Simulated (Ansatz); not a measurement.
# Sn (I4/mmm) in Ansatz: notebook

Runs on Sn. Level: r2SCAN. Tasks: single point, equation of state.

All numbers are computed with Ansatz 0.2.0; they aren't measurements. Logs are shortened: lines on timing, memory, paths and dates and some standing lists are left out, and cuts for length are marked.

## Step 1: The structure

Symmetry: I4/mmm, No. 139, tetragonal system. The conventional cell has a = 4.058 Å, b = 4.058 Å, c = 3.322 Å, α = 90.00°, β = 90.00°, γ = 90.00°. Sn (site symmetry 4/mmm) is surrounded by 10 Sn at 3.32 Å.

This isn't the form of Sn at room conditions, which is tetragonal (white tin).

## Step 2: Single point, r2SCAN, 25.71 Å³/atom (volume scaled by 0.94)

input.yaml reads:

```yaml
crystal:
  lattice:
    - [-1.987765759, 1.987765759, 1.6268574157]
    - [1.987765759, -1.987765759, 1.6268574157]
    - [1.987765759, 1.987765759, -1.6268574157]
  atoms:
    - { symbol: Sn, position: [0.0, 0.0, 0.0] }
hamiltonian:
  xc: r2scan
  pseudopotentials: { kind: paw }
kpoints:
  mp_grid: { grid: [10, 10, 10] }
scf:
  occupations: { method: fermi_dirac, width: 0.05 }
output:
  forces: true
  stress: true
  eigenvalues: true
```

Potentials or basis: Ansatz PAW.

Run with:

```bash
$ ansatz run input.yaml --threads 2 --pin off --max-ram 5632MiB --backend cpu --events-out ev --progress --plain --runs-dir out
```

What it wrote:

```text
Warning: RAYON_NUM_THREADS=2 ignored (pool sized by the plan → 2); use --threads N
Engine: ansatz 0.2.0, x86_64-unknown-linux-gnu
Pseudopotentials: kind: paw
Pseudopotential: Sn, paw, valence charge 14, recommended cutoff 500 eV (meta_gga), Sn.paw.azcp
Functional definition: r2SCAN
  parameter k0 = 0.174
  parameter k1 = 0.065
  parameter a1 = 4.9479
  exchange = r2scan_x(k0 = k0, k1 = k1, a1 = a1)
  correlation = r2scan_c
Crystal: 1 atoms, lattice volume = 25.712 Å³
Basis set: ecut = 500 eV, 645 PW (Γ), exchange–correlation on 96×96×96 points (64 copies of the dense FFT grid, shifted against one another)
Bands: 11, of which v1, the nominal top of the filled ones, is band 7 counted from 1 (6 counted from 0)
Symmetry: 16 space group operations
Space group: I4/mmm (ITA 139), of the structure as read, at distance tolerance 3.0e-5 Å
k-points: 102 of 1000
Non-local potential: Sn, projectors of the file, l = 0: 2, l = 1: 2, l = 2: 2, l = 3: 2
PAW form: soft (Blöchl's): semilocal exchange-correlation on the pseudo side does not see the compensation charge
PAW frozen core: Sn, regenerated for the run's functional (the file was generated under x = pbe(κ = 0.804, μ = 0.2195149727645171), c = pbe(β = 0.06672455060314922))
PAW one-centre angular grid: Sn, 590 points (default); XC on 249 of its mesh's 2787 points in the sphere
Initial density: superposition of atomic densities (neutral atoms: chi_scale 0, normalization atom), corrected by the library's trained network
Initial wavefunctions: pseudopotential atomic-orbital guess
Functional: x = r2scan, c = r2scan; τ floored in thin density (d = 2e-4 eV/Å³)
SCF iter   1: F=—  HF=-6038.385992 eV  |F-HF|=—  |Δ(HF+E_count)|=         —  Δρ=5.08e-3  dr2=2.82e-3  dr2_τ=4.24e-4  ethr=1.77e-3  ⟨swp⟩=5.2  Hψ=6740  notcnv=0
preconditioner: auto → none  [metal: Δε(μ)=0.058 eV  Ē_g=24.582 eV  σ=0.050 eV  W_gap=0.27  n_scr=4 (ndim 8)  ℏωp=27.4 eV  f_vac=0.000  D(μ)=0.42/eV (n_scr^D=0)  sad-step TF]
SCF iter   2: F=—  HF=-6038.394521 eV  |F-HF|=—  |Δ(HF+E_count)|=   8.53e-3  Δρ=2.37e-3  dr2=6.39e-4  dr2_τ=1.90e-5  ethr=2.01e-5  ⟨swp⟩=2.0  Hψ=3015  notcnv=0  defer=19
SCF iter   3: F=—  HF=-6038.394885 eV  |F-HF|=—  |Δ(HF+E_count)|=   3.64e-4  Δρ=5.65e-4  dr2=3.71e-5  dr2_τ=2.09e-6  ethr=4.56e-6  ⟨swp⟩=2.0  Hψ=1310  notcnv=0  defer=19
SCF iter   4: F=—  HF=-6038.394895 eV  |F-HF|=—  |Δ(HF+E_count)|=   1.01e-5  Δρ=2.95e-5  dr2=1.36e-7  dr2_τ=2.61e-9  ethr=2.65e-7  ⟨swp⟩=2.8  Hψ=1788  notcnv=0  defer=19
iter 5 did not close the SCF: its close was put off for the readings that it lacked (scf_convergence_deferred on its scf_iter line)
SCF iter   5: F=-6038.394896 eV  HF=-6038.394896 eV  |F-HF|=2.59e-8  |Δ(HF+E_count)|=   6.62e-7  Δρ=7.60e-6  dr2=1.19e-8  dr2_τ=2.91e-10  ethr=9.70e-10  ⟨swp⟩=2.0  Hψ=1801  notcnv=0  defer=19
SCF iter   6: F=-6038.394896 eV  HF=-6038.394896 eV  |F-HF|=2.09e-9  |Δ(HF+E_count)|=   2.99e-8  Δρ=1.83e-6  dr2=8.19e-10  dr2_τ=2.43e-11  ethr=8.48e-11  ⟨swp⟩=3.2  Hψ=3952  notcnv=0
SCF 1 converged in 6 iterations: F = -6038.394896 eV  dr2 = 8.19e-10
SCF converged after 6 iterations
Free energy (F): -6038.394896 eV
Harris-Foulkes:  -6038.394896 eV  (|F-HF|=2.09e-9)
Internal energy: -6038.391396 eV  (E = F + TS)
E sigma→0 (E₀):  -6038.393146 eV
Entropy (-TS):   -0.003500 eV (-3.500 meV/atom)
Fermi energy:    11.626939 eV
--- Per-component energies (eV) ---
  E_band       = -79.307271
  E_kinetic    = 186.537198
  E_local      = -788.878541  (includes V_loc(G=0)·N_el)
  E_nonlocal   = -33.033018
  E_hartree    = 508.258471
  E_xc         = -375.310603
  E_vxc        = -105.401943  (∫ρ·V_xc dr)
  E_paw        = -4157.997563  (= ΣΔE_a)
  E_vpaw       = -361.806380  (= ΣTr[D̂ρ^β])
  E_aug_tail   = -0.000000  (compensation charges beyond the density's cutoff)
  E_vtau       = 6.758443  (kinetic-family band-sum trace: ∫τ·v_τ [+ j·A + Jᵃ·Aᵃ] dr)
  E_ewald      = -1378.702660
  E_core_change = 0.735320  (= ΣΔE_core)
  E_smearing   = -0.003500  (= −TS)
  E_closure    = 0.000000  (closes the sum)
  Σ components = -6038.394896   (vs F -6038.394896, Δ=0.00e0)
--- Forces (eV/Å), atoms counted from 1 ---
  atom   1  Sn    -0.00000000     0.00000000     0.00000000
  max |Σ_I F_I| component: 1.23e-31 eV/Å
--- Stress (GPa, compression-positive) ---
        2.557958      -0.000000      -0.000000
       -0.000000       2.557958      -0.000000
       -0.000000       0.000000       4.167394
  P = ⅓ Tr σ = 3.0944 GPa (30.944 kbar)
--- Band table (eV; the first three rows and the last of 102) ---
  k-point 0: bands = ["-10.7699", "-10.6720", "-10.6720", "-10.6685", "-10.5202", "-0.4781", "19.2131", "19.2131", "22.3472", "22.5795", "24.3496"]
  k-point 1: bands = ["-10.7572", "-10.6751", "-10.6741", "-10.6528", "-10.5258", "-0.2685", "16.9127", "19.3795", "21.6099", "23.4372", "24.3837"]
  k-point 2: bands = ["-10.7265", "-10.6867", "-10.6830", "-10.6022", "-10.5404", "0.3611", "13.5933", "19.8081", "20.2897", "23.6022", "23.7304"]
  k-point 101: bands = ["-10.8203", "-10.7346", "-10.4861", "-10.4861", "-10.4433", "8.5482", "9.7041", "9.7041", "14.3926", "14.9944", "18.2374"]
```

Wall time 3.6 s (2 threads of AMD EPYC 7R43 (Zen 3), shared host); peak memory 0.42 GiB.

Results:

| Property | Result |
| --- | --- |
| Free energy | -6038.3949 eV |
| Pressure | 3.1 GPa |
| Band gap on the k mesh | none (metal or under the smearing width) |

Caveat: the PAW data sets come from PBE, with cores solved anew for the run's functional, which leaves a small shift of forces and pressure.

## Step 3: Single point, r2SCAN, 26.26 Å³/atom (volume scaled by 0.96)

Edit input.yaml of step 2 so:

```diff
@@ -2,5 +2,5 @@
   lattice:
-    - [-1.987765759, 1.987765759, 1.6268574157]
-    - [1.987765759, -1.987765759, 1.6268574157]
-    - [1.987765759, 1.987765759, -1.6268574157]
+    - [-2.0017645706, 2.0017645706, 1.6383145356]
+    - [2.0017645706, -2.0017645706, 1.6383145356]
+    - [2.0017645706, 2.0017645706, -1.6383145356]
   atoms:
```

Potentials or basis: Ansatz PAW.

Run with:

```bash
$ ansatz run input.yaml --threads 2 --pin off --max-ram 5632MiB --backend cpu --events-out ev --progress --plain --runs-dir out
```

Wall time 3 s (2 threads of AMD EPYC 7R43 (Zen 3), shared host); peak memory 0.42 GiB.

Results (log left out):

| Property | Result |
| --- | --- |
| Free energy | -6038.4031 eV |
| Pressure | 1.7 GPa |
| Band gap on the k mesh | none (metal or under the smearing width) |

Caveat: the PAW data sets come from PBE, with cores solved anew for the run's functional, which leaves a small shift of forces and pressure.

## Step 4: Single point, r2SCAN, 26.81 Å³/atom (volume scaled by 0.98)

Edit input.yaml of step 3 so:

```diff
@@ -2,5 +2,5 @@
   lattice:
-    - [-2.0017645706, 2.0017645706, 1.6383145356]
-    - [2.0017645706, -2.0017645706, 1.6383145356]
-    - [2.0017645706, 2.0017645706, -1.6383145356]
+    - [-2.0155702798, 2.0155702798, 1.6496136136]
+    - [2.0155702798, -2.0155702798, 1.6496136136]
+    - [2.0155702798, 2.0155702798, -1.6496136136]
   atoms:
```

Run with:

```bash
$ ansatz run input.yaml --threads 2 --pin off --max-ram 5632MiB --backend cpu --events-out ev --progress --plain --runs-dir out
```

Wall time 3.8 s (2 threads of AMD EPYC 7R43 (Zen 3), shared host); peak memory 0.43 GiB.

The run converged. Its results:

| Property | Result |
| --- | --- |
| Free energy | -6038.4070 eV |
| Pressure | 0.5 GPa |
| Band gap on the k mesh | none (metal or under the smearing width) |

Caveat: the PAW data sets come from PBE, with cores solved anew for the run's functional, which leaves a small shift of forces and pressure.

## Step 5: Single point, r2SCAN, 27.35 Å³/atom

Edit input.yaml of step 4 so:

```diff
@@ -2,5 +2,5 @@
   lattice:
-    - [-2.0155702798, 2.0155702798, 1.6496136136]
-    - [2.0155702798, -2.0155702798, 1.6496136136]
-    - [2.0155702798, 2.0155702798, -1.6496136136]
+    - [-2.029189411, 2.029189411, 1.6607599896]
+    - [2.029189411, -2.029189411, 1.6607599896]
+    - [2.029189411, 2.029189411, -1.6607599896]
   atoms:
```

Run with:

```bash
$ ansatz run input.yaml --threads 2 --pin off --max-ram 5632MiB --backend cpu --events-out ev --progress --plain --runs-dir out
```

It took 3.1 s on 2 threads of AMD EPYC 7R43 (Zen 3), shared host; peak memory 0.43 GiB.

The run converged. Its results:

```yaml
Free_energy: -6038.4070 eV
Pressure: -0.5 GPa
Band_gap_on_the_k_mesh: none (metal or under the smearing width)
```

Caveat: the PAW data sets come from PBE, with cores solved anew for the run's functional, which leaves a small shift of forces and pressure.

## Step 6: Single point, r2SCAN, 27.90 Å³/atom (volume scaled by 1.02)

input.yaml reads:

```yaml
crystal:
  lattice:
    - [-2.0426281431, 2.0426281431, 1.6717587207]
    - [2.0426281431, -2.0426281431, 1.6717587207]
    - [2.0426281431, 2.0426281431, -1.6717587207]
  atoms:
    - { symbol: Sn, position: [0.0, 0.0, 0.0] }
hamiltonian:
  xc: r2scan
  pseudopotentials: { kind: paw }
kpoints:
  mp_grid: { grid: [10, 10, 10] }
scf:
  occupations: { method: fermi_dirac, width: 0.05 }
output:
  forces: true
  stress: true
  eigenvalues: true
  write_density: true
  write_potential: true
  elf: true
  volumetric_format: npy
```

Potentials or basis: Ansatz PAW.

Run with:

```bash
$ ansatz run input.yaml --threads 2 --pin off --max-ram 5632MiB --backend cpu --events-out ev --progress --plain --runs-dir out
```

Wall time 4.3 s (2 threads of AMD EPYC 7R43 (Zen 3), shared host); peak memory 0.44 GiB.

Results (log left out):

| Property | Result |
| --- | --- |
| Free energy | -6038.4037 eV |
| Pressure | -1.4 GPa |
| Band gap on the k mesh | none (metal or under the smearing width) |

Caveat: the PAW data sets come from PBE, with cores solved anew for the run's functional, which leaves a small shift of forces and pressure.

## Step 7: Single point, r2SCAN, 28.45 Å³/atom (volume scaled by 1.04)

input.yaml reads:

```yaml
crystal:
  lattice:
    - [-2.0558923339, 2.0558923339, 1.682614601]
    - [2.0558923339, -2.0558923339, 1.682614601]
    - [2.0558923339, 2.0558923339, -1.682614601]
  atoms:
    - { symbol: Sn, position: [0.0, 0.0, 0.0] }
hamiltonian:
  xc: r2scan
  pseudopotentials: { kind: paw }
kpoints:
  mp_grid: { grid: [10, 10, 10] }
scf:
  occupations: { method: fermi_dirac, width: 0.05 }
output:
  forces: true
  stress: true
  eigenvalues: true
```

Run with:

```bash
$ ansatz run input.yaml --threads 2 --pin off --max-ram 5632MiB --backend cpu --events-out ev --progress --plain --runs-dir out
```

Run time: 3.1 s. Hardware: 2 threads of AMD EPYC 7R43 (Zen 3), shared host; peak memory 0.45 GiB.

Results (log left out):

* Free energy: -6038.3975 eV
* Pressure: -2.2 GPa
* Band gap on the k mesh: none (metal or under the smearing width)

Caveat: the PAW data sets come from PBE, with cores solved anew for the run's functional, which leaves a small shift of forces and pressure.

## Step 8: Single point, r2SCAN, 28.99 Å³/atom (volume scaled by 1.06)

Edit input.yaml of step 7 so:

```diff
@@ -2,5 +2,5 @@
   lattice:
-    - [-2.0558923339, 2.0558923339, 1.682614601]
-    - [2.0558923339, -2.0558923339, 1.682614601]
-    - [2.0558923339, 2.0558923339, -1.682614601]
+    - [-2.0689875426, 2.0689875426, 1.6933321804]
+    - [2.0689875426, -2.0689875426, 1.6933321804]
+    - [2.0689875426, 2.0689875426, -1.6933321804]
   atoms:
```

Run with:

```bash
$ ansatz run input.yaml --threads 2 --pin off --max-ram 5632MiB --backend cpu --events-out ev --progress --plain --runs-dir out
```

Run time: 3.4 s. Hardware: 2 threads of AMD EPYC 7R43 (Zen 3), shared host; peak memory 0.45 GiB.

The run converged. Its results:

| Quantity | Value |
| --- | --- |
| Free energy | -6038.3887 eV |
| Pressure | -2.9 GPa |
| Band gap on the k mesh | none (metal or under the smearing width) |

Caveat: the PAW data sets come from PBE, with cores solved anew for the run's functional, which leaves a small shift of forces and pressure.

## Step 9: Equation of state, r2SCAN

Potentials or basis: Ansatz PAW.

No new run: the results of the series are fitted here.

What came out:

```yaml
Equilibrium_volume: 27.09 Å³/atom
Bulk_modulus_at_fixed_shape_and_positions: 52 GPa
Pressure_derivative_of_the_bulk_modulus: 5.4
```

Energy against volume, from the lowest point:
```
volume (Å³/atom)  energy (meV/atom)
          25.712              12.12
          26.259               3.91
          26.806               0.05
          27.353               0.00
          27.901               3.29
          28.448               9.51
          28.995              18.33
```

Caveat: the cell was scaled at fixed shape and fractional positions, which overstates the stiffness of a crystal with free parameters, most of all of layers and chains; the PAW data sets were made with another functional, which shifts forces and pressure a little.
